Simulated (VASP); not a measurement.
# AlP (F-43m) in VASP: a series of runs, part 2 of 2

VASP 6.6.1. Earlier steps stand in the parts before.

## Step 5: Relaxation of cell and atoms, PBE+D3(BJ)

Contents of INCAR:

```
  ALGO = Normal
  EDIFF = 1E-7
  EDIFFG = -0.005
  ENCUT = 600
  GGA = PE
  IBRION = 2
  ISIF = 3
  ISMEAR = 0
  IVDW = 12
  LASPH = True
  LCHARG = False
  LREAL = False
  LWAVE = False
  NELM = 80
  NSW = 90
  PREC = Accurate
  SIGMA = 0.02
```

Contents of KPOINTS:

```
k-points
0
Gamma
  8 8 8
```

Contents of POSCAR:

```
AlP
1.0
    0.0000000000      2.7364837100      2.7364837100
    2.7364837100      0.0000000000      2.7364837100
    2.7364837100      2.7364837100      0.0000000000
Al P
1 1
Direct
    0.0000000000      0.0000000000      0.0000000000
    0.2500000000      0.2500000000      0.2500000000
```

Potentials or basis: VASP PAW PBE potentials, release 64 (Al, P).

The run is started by

```bash
cat potpaw_PBE.64/Al/POTCAR potpaw_PBE.64/P/POTCAR > POTCAR
mpirun -np 1 vasp_std > vasp.out
```

OUTCAR:

```text
EDIFF = 1E-7
   EDIFFG = -0.005
   ENCUT = 600
   GGA = PE
   IBRION = 2
   ISIF = 3
   ISMEAR = 0
   IVDW = 12
   LASPH = True
   LREAL = False
   NELM = 80
   NSW = 90
   PREC = Accurate
 IVDW          = 12

 ion  position               nearest neighbor table
   1  0.000  0.000  0.000-   2 2.37   2 2.37   2 2.37   2 2.37
   2  0.250  0.250  0.250-   1 2.37   1 2.37   1 2.37   1 2.37

  LATTYP: Found a face centered cubic cell.
 ALAT       =     5.4729674200

  Lattice vectors:

 A1 = (   0.0000000000,   2.7364837100,   2.7364837100)
 A2 = (   2.7364837100,   0.0000000000,   2.7364837100)
 A3 = (   2.7364837100,   2.7364837100,   0.0000000000)

Analysis of symmetry for initial positions (statically):
=====================================================================
 Subroutine PRICEL returns:
 Original cell was already a primitive cell.

 Routine SETGRP: Setting up the symmetry group for a
 face centered cubic supercell.

 Subroutine GETGRP returns: Found 24 space group operations
 (whereof 24 operations were pure point group operations)
 out of a pool of 48 trial point group operations.

The static configuration has the point symmetry T_d .

Analysis of symmetry for dynamics (positions and initial velocities):
=====================================================================
 Subroutine PRICEL returns:
 Original cell was already a primitive cell.

 Routine SETGRP: Setting up the symmetry group for a
 face centered cubic supercell.

 Subroutine GETGRP returns: Found 24 space group operations
 (whereof 24 operations were pure point group operations)
 out of a pool of 48 trial point group operations.

The dynamic configuration has the point symmetry T_d .

 Subroutine INISYM returns: Found 24 space group operations
 (whereof 24 operations are pure point group operations),
 and found     1 'primitive' translations

----------------------------------------------------------------------------------------

                                     Primitive cell

  volume of cell :      40.9835

  direct lattice vectors                    reciprocal lattice vectors
     0.000000000  2.736483710  2.736483710    -0.182716235  0.182716235  0.182716235
     2.736483710  0.000000000  2.736483710     0.182716235 -0.182716235  0.182716235
     2.736483710  2.736483710  0.000000000     0.182716235  0.182716235 -0.182716235

  length of vectors
     3.869972376  3.869972376  3.869972376     0.316473802  0.316473802  0.316473802

  position of ions in fractional coordinates (direct lattice)
     0.000000000  0.000000000  0.000000000
     0.250000000  0.250000000  0.250000000

  ion indices of the primitive-cell ions
   primitive index   ion index
                 1           1
                 2           2

----------------------------------------------------------------------------------------

 KPOINTS: k-points

Automatic generation of k-mesh.
 Grid dimensions read from file:
 generate k-points for:    8    8    8

 Generating k-lattice:

  Cartesian coordinates                     Fractional coordinates (reciprocal lattice)
    -0.022839529  0.022839529  0.022839529     0.125000000  0.000000000  0.000000000
     0.022839529 -0.022839529  0.022839529     0.000000000  0.125000000  0.000000000
     0.022839529  0.022839529 -0.022839529     0.000000000  0.000000000  0.125000000

  Length of vectors
     0.039559225  0.039559225  0.039559225

  Shift w.r.t. Gamma in fractional coordinates (k-lattice)
     0.000000000  0.000000000  0.000000000

 Subroutine IBZKPT returns following result:
 ===========================================

 Found     29 irreducible k-points:

 Following reciprocal coordinates:
            Coordinates               Weight
  0.000000  0.000000  0.000000      1.000000
  0.125000  0.000000  0.000000      8.000000
  0.250000  0.000000  0.000000      8.000000
  0.375000  0.000000  0.000000      8.000000
  0.500000  0.000000  0.000000      4.000000
  0.125000  0.125000  0.000000      6.000000
[... 16 lines left out ...]
  0.500000  0.250000  0.125000     48.000000
 -0.375000  0.250000  0.125000     24.000000
 [... further k-points ...]
   k-points           NKPTS =     29   k-points in BZ     NKDIM =     29   number of bands    NBANDS=      8
   number of dos      NEDOS =    301   number of ions     NIONS =      2
   total plane-waves  NPLWV =  32768
   dimension x,y,z NGX =    32 NGY =   32 NGZ =   32
   dimension x,y,z NGXF=    64 NGYF=   64 NGZF=   64
   ions per type =               1   1
   NGX,Y,Z   is equivalent  to a cutoff of  13.75, 13.75, 13.75 a.u.
   NGXF,Y,Z  is equivalent  to a cutoff of  27.49, 27.49, 27.49 a.u.
 SYSTEM =  unknown system
   PREC   = accura    normal or accurate (medium, high low for compatibility)
   ISTART =      0    job   : 0-new  1-cont  2-samecut
   ICHARG =      2    charge: 1-file 2-atom 10-const
   ISPIN  =      1    spin polarized calculation?
   LNONCOLLINEAR =      F non collinear calculations
   LSORBIT =      F    spin-orbit coupling
   LASPH  =      T    aspherical Exc in radial PAW
   ENCUT  =  600.0 eV  44.10 Ry    6.64 a.u.   7.73  7.73  7.73*2*pi/ulx,y,z
   NELM   =     80;   NELMIN=  2; NELMDL= -5     # of ELM steps
   EDIFF  = 0.1E-06   stopping-criterion for ELM
   LREAL  =      F    real-space projection
   EDIFFG = -.5E-02   stopping-criterion for IOM
   NSW    =     90    number of steps for IOM
   IBRION =      2    ionic relax: 0-MD 1-quasi-New 2-CG
   NFREE  =      1    steps in history (QN), initial steepest desc. (CG)
   ISIF   =      3    stress and relaxation
   ISYM   =      2    0-nonsym 1-usesym 2-fastsym
   POTIM  = 0.5000    time-step for ionic-motion
   TEBEG  =    0.0;   TEEND  =   0.0 temperature during run
   PSTRESS=    0.0 pullay stress
   NELECT =       8.0000    total number of electrons
   NUPDOWN=      -1.0000    fix difference up-down
   EMIN   =  10.00;   EMAX   =-10.00  energy-range for DOS
   EFERMI =   0.00;   METHOD = LEGACY
   ISMEAR =     0;   SIGMA  =   0.02  broadening in eV -4-tet -1-fermi 0-gaus
   EFERMI_NEDOS =   21; number of points for ismear=-14 and -15
   IALGO  =     38    algorithm
   IMIX   =      4    mixing-type and parameters
     AMIX     =   0.40;   BMIX     =  1.00
     AMIX_MAG =   1.60;   BMIX_MAG =  1.00
  volume/ion in A,a.u.               =      20.49       138.29
  Fermi-wavevector in a.u.,A,eV,Ry     =   0.949661  1.794599 12.270497  0.901856
  Thomas-Fermi vector in A             =   2.077965
   LORBIT       =      0    0 simple, 1 ext, 2 COOP (PROOUT), +10 PAW based schemes
   GGA     = PE    functional components
   LHFCALC =     F    Hartree Fock is set to
   AEXX    =    0.0000 exact exchange contribution
   IVDW    =    12    specifies the selected vdW correction
   LEPSILON=     F    determine dielectric tensor
   LRPA    =     F    only Hartree local field effects (RPA)
 conjugate gradient relaxation of ions
 non-spin polarized calculation
 Gauss-broadening in eV      SIGMA  =   0.02
  energy-cutoff  :      600.00
  volume of cell :       40.98
 maximum number of plane-waves:      1384
   NGX = 15   NGY = 15   NGZ = 15

--------------------------------------- Ionic step        1  -------------------------------------------

 number of electron       8.0000000 magnetization

 Free energy of the ion-electron system (eV)
  ---------------------------------------------------
  ext. energy  EPLUGINS =         0.00000000
  ---------------------------------------------------
  free energy    TOTEN  =       -10.37354705 eV

  energy without entropy =      -10.37354705  energy(sigma->0) =      -10.37354705

------------------------ aborting loop because EDIFF is reached ----------------------------------------

 Edisp (eV)   -0.61134

 E8    (eV) :    -0.2530
[... 71 lines left out ...]
--------------------------------------- Ionic step        3  -------------------------------------------

 number of electron       8.0000000 magnetization

 Free energy of the ion-electron system (eV)
  ---------------------------------------------------
  ext. energy  EPLUGINS =         0.00000000
  ---------------------------------------------------
  free energy    TOTEN  =       -10.36688823 eV

  energy without entropy =      -10.36688823  energy(sigma->0) =      -10.36688823

 E-fermi :   4.7633     XC(G=0):  -9.2296

 val. band max:        4.6291412467   @ k =   0.0000   0.0000   0.0000
 cond. band min:       6.1980508053   @ k =   0.5000   0.5000   0.0000
 fundamental gap:      1.5689095586
 Fermi energy:         4.7633343141

 k-point     1 :       0.0000    0.0000    0.0000
  band No.  band energies     occupation
      1      -6.9067      2.00000
      2       4.6291      2.00000
      3       4.6291      2.00000
      4       4.6291      2.00000
      5       7.9809      0.00000
      6       9.1982      0.00000
      7       9.1982      0.00000
      8       9.1982      0.00000
[... 243 lines left out ...]
 k-point    24 :      -0.3750    0.2500    0.1250
  band No.  band energies     occupation
      1      -4.8988      2.00000
      2      -0.5594      2.00000
      3       2.0229      2.00000
      4       3.1373      2.00000
      5       8.5870      0.00000
      6       9.1744      0.00000
      7      11.5408      0.00000
      8      12.3571      0.00000

 [... further k-points ...]

------------------------ aborting loop because EDIFF is reached ----------------------------------------

 Edisp (eV)   -0.61972

 E8    (eV) :    -0.2565
[... 25 lines left out ...]
  FREE ENERGIE OF THE ION-ELECTRON SYSTEM (eV)
  ---------------------------------------------------
  free  energy   TOTEN  =       -10.9866066522 eV

  energy  without entropy=      -10.9866066522  energy(sigma->0) =      -10.98660665

 reached required accuracy - stopping structural energy minimisation
```

OSZICAR:

```text
N       E                     dE             d eps       ncg     rms          rms(c)
DAV:   1     0.151796328755E+02    0.15180E+02   -0.35314E+03   464   0.874E+02
DAV:   2    -0.100708317521E+02   -0.25250E+02   -0.24706E+02   624   0.983E+01
DAV:   3    -0.107187868582E+02   -0.64796E+00   -0.64796E+00   600   0.202E+01
[... 26 lines left out ...]
DAV:   4    -0.103668937348E+02    0.85712E-05   -0.10105E-05   560   0.235E-02    0.186E-02
DAV:   5    -0.103668886984E+02    0.50364E-05   -0.34718E-06   552   0.113E-02    0.757E-03
DAV:   6    -0.103668883056E+02    0.39278E-06   -0.15274E-07   408   0.309E-03    0.267E-03
DAV:   7    -0.103668882034E+02    0.10220E-06   -0.36475E-08   248   0.132E-03    0.795E-04
DAV:   8    -0.103668882313E+02   -0.27859E-07   -0.29685E-09   232   0.468E-04
   3 F= -.10986607E+02 E0= -.10986607E+02  d E =-.171728E-02
```

Wall time 12 s (1 thread of Intel Xeon 6975P-C (Granite Rapids), shared host); peak memory 0.18 GiB.

Results:

```yaml
Free_energy: -10.9866 eV
Relaxed_volume: 20.24 Å³/atom
Relaxed_cell: a = 3.854 Å, b = 3.854 Å, c = 3.854 Å, α = 60.00°, β = 60.00°, γ = 60.00°
Space_group_after_relaxing_to_0.05_Å: F-43m (No. 216)
Energy_gained_by_relaxing: 0.9 meV/atom
Ionic_steps: 3
Pressure_after_relaxing: 0.0 GPa
Band_gap_on_the_k_mesh: 1.57 eV, indirect (least direct gap 3.35 eV)
Dispersion_energy_per_atom: -0.310 eV
```

Step by step:
| step | energy change (eV) | largest force (eV/Å) | pressure (GPa) | volume (Å³) |
| --- | --- | --- | --- | --- |
| 1 | 0.0000 | 0.0000 | -1.07 | 40.98 |
| 2 | -0.0011 | 0.0000 | 0.68 | 40.18 |
| 3 | -0.0017 | 0.0000 | 0.01 | 40.48 |

Final structure:
```
CELL_PARAMETERS angstrom
0.00000 2.72516 2.72516
2.72516 0.00000 2.72516
2.72516 2.72516 0.00000
ATOMIC_POSITIONS crystal
Al 0.00000 0.00000 0.00000
P 0.25000 0.25000 0.25000
```

A k mesh can miss the band edges.

## Step 6: Relaxation of cell and atoms, PBEsol

INCAR, as its differences from that of step 5:

```diff
@@ -3,4 +3,4 @@
   EDIFFG = -0.005
-  ENCUT = 600
-  GGA = PE
+  ENCUT = 300
+  GGA = PS
   IBRION = 2
@@ -8,3 +8,2 @@
   ISMEAR = 0
-  IVDW = 12
   LASPH = True
```

KPOINTS is that of step 5.

POSCAR is that of step 5.

Potentials or basis: VASP PAW PBE potentials, release 64 (Al, P).

The run is started by

```bash
cat potpaw_PBE.64/Al/POTCAR potpaw_PBE.64/P/POTCAR > POTCAR
mpirun -np 1 vasp_std > vasp.out
```

It took 4.7 s on 1 thread of Intel Xeon 6975P-C (Granite Rapids), shared host; peak memory 0.13 GiB.

The run converged. Its results:

- Free energy: -10.9898 eV
- Relaxed volume: 20.45 Å³/atom
- Relaxed cell: a = 3.867 Å, b = 3.867 Å, c = 3.867 Å, α = 60.00°, β = 60.00°, γ = 60.00°
- Space group after relaxing (to 0.05 Å): F-43m (No. 216)
- Energy gained by relaxing: 0.0 meV/atom
- Ionic steps: 3
- Pressure after relaxing: 0.0 GPa
- Band gap on the k mesh: 1.45 eV, indirect (least direct gap 3.16 eV)

Final structure:
```xyz
2
Lattice="0.0000 2.7346 2.7346 2.7346 0.0000 2.7346 2.7346 2.7346 0.0000" Properties=species:S:1:pos:R:3 pbc="T T T"
Al    0.0000    0.0000    0.0000
P     1.3673    1.3673    1.3673
```

Levels at points of the mesh, in eV from the valence-band top:
| k point | band 2 | band 3 | band 4 | band 5 | band 6 | band 7 |
| --- | --- | --- | --- | --- | --- | --- |
| (0.00, 0.00, 0.00) | 0.00 | 0.00 | 0.00 | 3.16 | 4.51 | 4.51 |
| (0.50, 0.00, 0.00) | -5.56 | -0.76 | -0.76 | 2.72 | 4.75 | 4.75 |
| (0.50, 0.50, 0.00) | -5.32 | -2.11 | -2.11 | 1.45 | 2.37 | 10.96 |

Caveat: the cutoff is under 1.25 times the usual one of these potentials, so pressure, stress and relaxed cells hold a basis-set (Pulay) error; the PAW data sets were made with another functional, which shifts forces and pressure a little.

## Step 7: Summary

```tsv
level	potentials or basis	cutoff (eV)	gap on the mesh (eV)	pressure (GPa)	relaxed volume (Å³/atom)
PBEsol	VASP PAW PBE potentials, release 64 (Al, P)	600	1.45	0.0	20.47
LDA	VASP PAW LDA potentials, release 64 (Al, P)	600	1.42	0.0	20.07
PBE	VASP PAW PBE potentials, release 64 (Al, P)	600	1.63	0.0	20.86
PBE+D3(BJ)	VASP PAW PBE potentials, release 64 (Al, P)	600	1.57	0.0	20.24
PBEsol	VASP PAW PBE potentials, release 64 (Al, P)	300	1.45	0.0	20.45
```

Alike in all rows: task relaxation of cell and atoms; no spin polarisation; cell relaxed; k mesh 8 × 8 × 8; smearing gaussian 0.02 eV.

Caveats: the PAW data sets were made with another functional, which shifts forces and pressure a little (some runs); the cutoff is under 1.25 times the usual one of these potentials, so pressure, stress and relaxed cells hold a basis-set (Pulay) error (some runs).

Total energies depend on the potentials used, so only differences within one code and one set of settings carry meaning.
